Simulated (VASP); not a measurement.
Write the native input for VASP 6.6.1 that does the following.

```yaml
Task: single point
Functional: PBE
Dispersion: D3(BJ)
Potentials_or_basis: VASP PAW PBE potentials, release 64 (W_sv, S)
Cutoff: 520 eV
k_mesh: 12 × 12 × 12
Occupations: gaussian, width 0.05 eV
Spin: no spin polarisation
Dipole_correction: no
Further_INCAR_settings: ALGO = Fast; EDIFF = 1e-06; NBANDS = 20
```

The structure of WS2 lies in POSCAR:

```
WS2
1.0
    1.5790003843      0.9116362969      6.1633300000
   -1.5790003843      0.9116362969      6.1633300000
    0.0000000000     -1.8232725938      6.1633300000
W S
1 2
Direct
    0.0000000000      0.0000000000      0.0000000000
    0.7503000000      0.7503000000      0.7503000000
    0.5810000000      0.5810000000      0.5810000000
```

Measurements of this composition are mostly on another form, of space group No. 194.

One way to write it, as run:

INCAR

```
PREC = Accurate
ENCUT = 520
EDIFF = 1E-6
ISMEAR = 0
SIGMA = 0.05
LREAL = F
LASPH = T
NELM = 100
ALGO = Fast
ISIF = 2
LWAVE = F
LCHARG = F
GGA = PE
IVDW = 12
NBANDS = 20
```

KPOINTS

```
Automatic mesh
0
Gamma
  12 12 12
```

Potentials or basis: VASP PAW PBE potentials, release 64 (W_sv, S).

Launch:

```sh
$ cat potpaw_PBE.64/W_sv/POTCAR potpaw_PBE.64/S/POTCAR > POTCAR
$ mpirun -np 1 vasp_std > vasp.out
```

Results of the run:

```yaml
Pressure: 0.5 GPa
Largest_force: 0.609 eV/Å
Band_gap_on_the_k_mesh: 1.03 eV, indirect (least direct gap 1.90 eV)
Dispersion_energy_per_atom: -0.427 eV
```

Caveat: spin-orbit coupling is left out, which moves the levels of the heavy elements.

Wall time 8.3 min on 1 thread of AMD EPYC 7R43 64-Core Processor (Zen 3) (shared host), peak memory 0.42 GiB.
